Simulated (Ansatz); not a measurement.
## KI (Fm-3m), elastic constants by finite strains: input and output

Method: PBEsol, all-electron PAW in Ansatz 0.2.0, datasets made for the crystal, scalar-relativistic.

The cell comes from a PAW relaxation under the same functional.

Command line:

```sh
ansatz run input.yaml --threads 1 --pin off --max-ram 2560MiB --backend cpu --events-out ev --progress --plain --runs-dir out
```

Input file:

```yaml
crystal:
  lattice:
    - [0.0, 3.50248185902, 3.50248185902]
    - [3.50248185902, 0.0, 3.50248185902]
    - [3.50248185902, 3.50248185902, 0.0]
  atoms:
    - { symbol: K, position: [0.0, 0.0, 0.0] }
    - { symbol: I, position: [0.5, 0.5, 0.5] }
kpoints:
  mp_grid: { grid: [6, 6, 6] }
scf:
  occupations: { method: fixed }
hamiltonian:
  xc: pbesol
  pseudopotentials: { kind: all_electron, datasets: crystal }
elastic:
  mode: relaxed_ion
  stencil: four_point
  amplitude: 0.005
```

Output (shortened where marked):

```
Warning: RAYON_NUM_THREADS=1 ignored (pool sized by the plan → 1); use --threads N
hamiltonian.pseudopotentials.datasets: crystal makes datasets for this crystal and solves the spheres of its atoms anew in each pass: cutoff 200.0 eV, the density's 800.0 eV; recipe d7229a6f8e41.33, for an error of 0.50 meV an ...
Engine: ansatz 0.2.0, aarch64-unknown-linux-gnu
Pseudopotentials: kind: all_electron
Pseudopotential: K, paw, valence charge 9, recommended cutoff 200 eV (normal), crystal/all_electron/pbesol/scalar/gaussian/K, Koelling and Harmon's equation, gaussian nucleus
Pseudopotential: I, paw, valence charge 17, recommended cutoff 200 eV (normal), crystal/all_electron/pbesol/scalar/gaussian/I, Koelling and Harmon's equation, gaussian nucleus
Functional definition: PBEsol
  exchange = pbesol_x
  correlation = pbesol_c
davidson cushion auto → on  (no smearing: the cushion is to keep the highest requested band from converging to the state above it; pin scf.eigensolver.cushion to override)
Crystal: 2 atoms, lattice volume = 85.933 Å³
Basis set: ecut = 200 eV, 537 PW (Γ), exchange–correlation on 48×48×48 points (8 copies of the dense FFT grid, shifted against one another)
Bands: 12, of which v1, the nominal top of the filled ones, is band 8 counted from 1 (7 counted from 0)
Symmetry: 48 space group operations
Space group: Fm-3m (ITA 225), of the structure as read, at distance tolerance 4.4e-5 Å
k-points: 16 of 216
Non-local potential: K, projectors of the file, l = 0: 2, l = 1: 3, l = 2: 2
Non-local potential: I, projectors of the file, l = 0: 1, l = 1: 1
PAW form: soft (Blöchl's): semilocal exchange-correlation on the pseudo side does not see the compensation charge
PAW one-centre angular grid: K, 110 points (default); XC on its mesh's 1971 points in the sphere
PAW one-centre angular grid: I, 110 points (default); XC on its mesh's 1859 points in the sphere
Initial density: superposition of atomic densities (neutral atoms: chi_scale 0, normalization atom)
Initial wavefunctions: pseudopotential atomic-orbital guess
Functional: x = pbesol(κ = 0.804, μ = 0.12345679012345678), c = pbesol(β = 0.046)
iter 1 solved again at ethr=2.45e-3 eV; its pass at ethr=1.00e-1 eV (dr2=3.92e-1 eV) is discarded
SCF iter   1: F=—  HF=-209927.200789 eV  |F-HF|=—  |Δ(HF+E_count)|=         —  Δρ=1.22e-2  dr2=3.60e-1  ethr=2.45e-3  ⟨swp⟩=4.8  Hψ=1360  notcnv=0
preconditioner: auto → none  [insulator: Δε(μ)=4.133 eV  Ē_g=13.566 eV  n_scr=14 (ndim 8)  ℏωp=15.0 eV  f_vac=0.000  ε∞_Penn≈2.2]
iter 2 solved again at ethr=1.11e-4 eV; its pass at ethr=2.25e-3 eV (dr2=1.78e-2 eV) is discarded
SCF iter   2: F=—  HF=-209927.092434 eV  |F-HF|=—  |Δ(HF+E_count)|=   1.08e-1  Δρ=4.43e-3  dr2=1.82e-2  ethr=1.11e-4  ⟨swp⟩=3.1  Hψ=1140  notcnv=0  defer=4
SCF iter   3: F=—  HF=-209927.097523 eV  |F-HF|=—  |Δ(HF+E_count)|=   5.09e-3  Δρ=1.95e-3  dr2=3.70e-3  ethr=1.11e-4  ⟨swp⟩=3.4  Hψ=515  notcnv=0  defer=2
SCF iter   4: F=—  HF=-209927.101214 eV  |F-HF|=—  |Δ(HF+E_count)|=   3.69e-3  Δρ=2.12e-4  dr2=2.63e-5  ethr=2.32e-5  ⟨swp⟩=4.1  Hψ=596  notcnv=0  defer=3
[... 133 lines left out ...]
By the cutoff:   a pressure is off by up to 0.005 GPa (1.2 times the spheres' own share and the shells' term, over an atom's volume, and 0.004 GPa: a bound that held against runs at twice the plane waves)
Past the cutoffs: a stress includes 0.0019 GPa for waves and charges beyond them, in addition to the slope of what the spheres take
In the spheres:  the bands' charges fall short by 4.6e-7 e at most (sound up to 1e-3), those of shells solved beside the bands by 1.8e-7 e (sound up to 5e-4)
Fermi energy:    3.284455 eV
--- Per-component energies (eV) ---
  E_band       = -99.673791
  E_kinetic    = 211.082496
  E_local      = -2446.779081  (includes V_loc(G=0)·N_el)
  E_nonlocal   = 32.991838
  E_hartree    = 1133.462540
  E_xc         = -156.355960
  E_vxc        = -189.550162  (∫ρ·V_xc dr)
  E_paw        = -212921.472543  (= ΣΔE_a)
  E_vpaw       = -6280.635763  (= ΣTr[D̂ρ^β])
  E_ewald      = -2086.322332
  E_smearing   = -0.000000  (= −TS)
  E_closure    = 6306.291803  (closes the sum)
  Σ components = -209927.101239   (vs F -209927.101239, Δ=0.00e0)
  The terms above E_closure are by the made datasets' own strengths, without shells solved beside the bands.
--- Forces (eV/Å), atoms counted from 1 ---
  atom   1  K     -0.00000000     0.00000000     0.00000000
  atom   2  I     -0.00000000     0.00000000     0.00000000
  max |Σ_I F_I| component: 1.60e-29 eV/Å
--- Stress (GPa, compression-positive) ---
        0.010956      -0.000000      -0.000000
       -0.000000       0.010956       0.000000
        0.000000      -0.000000       0.010956
  P = ⅓ Tr σ = 0.0110 GPa (0.110 kbar)
  It holds what live shells' own plane waves past their cutoff add
--- Elastic constants: 2 strain directions × 4 members + reference (group order 48) ---
  dense FFT box of the reference and of every strained cell: 24×24×24
  strains applied: 11, 23; error gains: componentwise 1.00 (the most a stress slope's error grows in a printed constant), spectral 1.73 (1 for all six strains in a standard setting)
  C = ∂σ_k/∂η_j (tension-positive GPa; Voigt order 11 22 33 23 13 12):
        29.728      3.487      3.487     -0.000     -0.000     -0.000
         3.487     29.728      3.487     -0.000      0.000     -0.000
         3.487      3.487     29.728      0.000      0.000     -0.000
         0.000      0.000      0.000      3.485      0.000     -0.000
         0.000      0.000     -0.000     -0.000      3.485      0.000
        -0.000      0.000     -0.000      0.000     -0.000      3.485
  reference stress σ⁰ (GPa):     -0.011     -0.011     -0.011     -0.000      0.000      0.000
  C* (energy form; C + prestress term) asymmetry max|C*_kj − C*_jk| = 8.882e-16 GPa — a small one proves nothing (zero by symmetry where the batch's group is 432, −43m or m−3m); a large one is finite-difference/SCF noise where ...
  moduli (Voigt/Reuss/Hill, GPa): K = 12.23/12.23/12.23   G = 7.34/4.93/6.14   E = 15.77   ν = 0.285
  mechanically stable: yes (min eigenvalue of sym C = 3.48 GPa)
  where every solve meets its electron count the energy-path curvature estimates C_jj along a normal strain and C_jj − ¼(σ⁰_aa + σ⁰_bb) along a shear (ab), closely only under elastic.basis: deformed
  strain η (Voigt 11):  stress-route row diagonal C_11 = 29.73 GPa, energy-path curvature d²(F+E_count)/dδ²/Ω₀ = 30.90 GPa
    cells at ±δ against ±2δ: C11 29.75 and 29.81 GPa, apart by 0.21 % of the column's largest entry
         δ    σ_11 (GPa)             F (eV)   n_scf  n_hpsi   n_pw
    -1.000e-2      -0.3309     -209927.1003336      10   15937    560   relax 0 steps, max|allowed force component| 2.11e-29 eV/Å
    -5.000e-3      -0.1652     -209927.1009956       9   15044    564   relax 0 steps, max|allowed force component| 2.23e-29 eV/Å
     5.000e-3       0.1323     -209927.1010715       9   14708    568   relax 0 steps, max|allowed force component| 1.97e-31 eV/Å
     1.000e-2       0.2654     -209927.1005396       8   13933    568   relax 0 steps, max|allowed force component| 2.70e-29 eV/Å
  strain η (Voigt 23):  stress-route row diagonal C_44 = 3.48 GPa, energy-path curvature d²(F+E_count)/dδ²/Ω₀ = 4.08 GPa
    cells at ±δ against ±2δ: C44 3.49 and 3.49 GPa, apart by 0.03 % of the column's largest entry
         δ    σ_23 (GPa)             F (eV)   n_scf  n_hpsi   n_pw
    -1.000e-2      -0.0349     -209927.1011424       8   21090    568   relax 0 steps, max|allowed force component| 6.47e-29 eV/Å
    -5.000e-3      -0.0174     -209927.1012125       9   23189    568   relax 0 steps, max|allowed force component| 1.28e-29 eV/Å
     5.000e-3       0.0174     -209927.1012125       9   22266    568   relax 0 steps, max|allowed force component| 1.18e-29 eV/Å
     1.000e-2       0.0349     -209927.1011424       9   22353    568   relax 0 steps, max|allowed force component| 6.15e-29 eV/Å
```

The run converged.

### Strained cells

Elastic constants of a crystal by Kohn-Sham DFT: slopes of the stress over finite engineering strains of the given cell, Voigt indices, Cartesian axes as in the input; stress of each strained cell less that at rest, tension positive.

```csv
strain component,strain,stress xx (GPa),stress yy (GPa),stress zz (GPa),stress yz (GPa),stress xz (GPa),stress xy (GPa),relaxation steps
xx,-0.01,-0.3199,-0.0353,-0.0353,0,0,0,0
xx,-0.005,-0.1541,-0.0175,-0.0175,0,0,0,0
xx,0.005,0.1433,0.0173,0.0173,0,0,0,0
xx,0.01,0.2764,0.0344,0.0344,0,0,0,0
yz,-0.01,0.0005,0,0,-0.0349,0,0,0
yz,-0.005,0.0001,0,0,-0.0174,0,0,0
yz,0.005,0.0001,0,0,0.0174,0,0,0
yz,0.01,0.0005,0,0,0.0349,0,0,0
```

Elastic constants:

```
Pressure at rest         : 0.011 GPa
Least elastic eigenvalue : 3.48 GPa
Elastically stable       : yes
```

| index | elastic (GPa) |
| --- | --- |
| 11 | 29.73 |
| 12 | 3.49 |
| 44 | 3.48 |

Elastic moduli:

Hill averages of a grain aggregate, Debye temperature from the mean sound speed over directions.

```json
{"Bulk modulus": "12.23 GPa", "Shear modulus": "6.137 GPa", "Young modulus": "15.77 GPa", "Poisson ratio": "0.2851", "Bulk over shear modulus": "1.994", "Elastic anisotropy index": "2.437", "Least young modulus": "9.548 GPa", "Largest young modulus": "29 GPa", "Longitudinal sound speed": "2523 m/s", "Transverse sound speed": "1383 m/s", "Elastic debye temperature": "125 K", "Linear compressibility (x, y, z)": "27.25, 27.25, 27.25 1/TPa", "Zener ratio": "0.2656", "Cauchy pressure": "0 GPa"}
```

It took 46 s on 1 thread of Arm Neoverse V1, with other jobs on the host, peak memory 0.48 GiB.
